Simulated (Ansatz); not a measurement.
**AlSb, pressure series**

Base system: AlSb in the zinc blende structure (space group F-43m, No. 216; a = 6.226 Å).

Cell and atoms are relaxed at each pressure.

Level of theory: PBE in Ansatz (plane waves to 420 eV, PAW, without spin-orbit coupling), earlier PAW set.

Notes on the quantities. hole mass: degenerate bands, along [100].

```json
[
 {"case": "base", "lattice parameter a": "6.226 Å", "width of the top valence band": "2.59 eV", "band gap": "1.24 eV", "hole mass": "0.078, 0.37, 0.37 mₑ (at Γ)"},
 {"case": "pressure −2 GPa", "lattice parameter a": "6.320 Å", "width of the top valence band": "2.44 eV", "band gap": "0.94 eV", "hole mass": "0.061, 0.38, 0.38 mₑ (at Γ)"},
 {"case": "pressure −1 GPa", "lattice parameter a": "6.270 Å", "width of the top valence band": "2.52 eV", "band gap": "1.12 eV", "hole mass": "0.070, 0.37, 0.37 mₑ (at Γ)"},
 {"case": "pressure 0.9 GPa", "lattice parameter a": "6.190 Å", "width of the top valence band": "2.65 eV", "band gap": "1.25 eV", "hole mass": "0.084, 0.36, 0.36 mₑ (at Γ)"},
 {"case": "pressure 2.1 GPa", "lattice parameter a": "6.145 Å", "width of the top valence band": "2.72 eV", "band gap": "?", "hole mass": "0.092, 0.35, 0.35 mₑ (at Γ)"},
 {"case": "pressure 4.5 GPa", "lattice parameter a": "6.068 Å", "width of the top valence band": "2.86 eV", "band gap": "1.15 eV", "hole mass": "0.10, 0.34, 0.34 mₑ (at Γ)"},
 {"case": "pressure 9 GPa", "lattice parameter a": "5.951 Å", "width of the top valence band": "3.08 eV", "band gap": "1.04 eV", "hole mass": "0.12, 0.32, 0.32 mₑ (at Γ)"},
 {"case": "pressure 15 GPa", "lattice parameter a": "5.829 Å", "width of the top valence band": "3.33 eV", "band gap": "0.90 eV", "hole mass": "0.14, 0.30, 0.30 mₑ (at Γ)"},
 {"case": "pressure 22.5 GPa", "lattice parameter a": "5.709 Å", "width of the top valence band": "3.59 eV", "band gap": "0.74 eV", "hole mass": "0.16, 0.29, 0.29 mₑ (at Γ)"},
 {"case": "pressure 30 GPa", "lattice parameter a": "?", "width of the top valence band": "3.83 eV", "band gap": "0.60 eV", "hole mass": "0.17, 0.27, 0.27 mₑ (at Γ)"}
]
```

Task: Fill in the withheld entries from the trend.

Result: 
- pressure 2.1 GPa, band gap: 1.22 eV
- pressure 30 GPa, lattice parameter a: 5.613 Å

With Sb present, leaving out spin-orbit coupling can change the band edges. Load acts through the strain it causes; cell and atoms are relaxed under it. Masses are band curvatures over ±0.01 Å⁻¹ around the edge. No phonon test of stability was made. Measured, AlSb leaves this structure (for a Cmcm phase) near 8.1 GPa (temperature not stated; as listed in Datta, Sujoy, Jana, Debnarayan, arXiv (2020)), on rising pressure, with hysteresis.

Ansatz is a program for electronic structure.
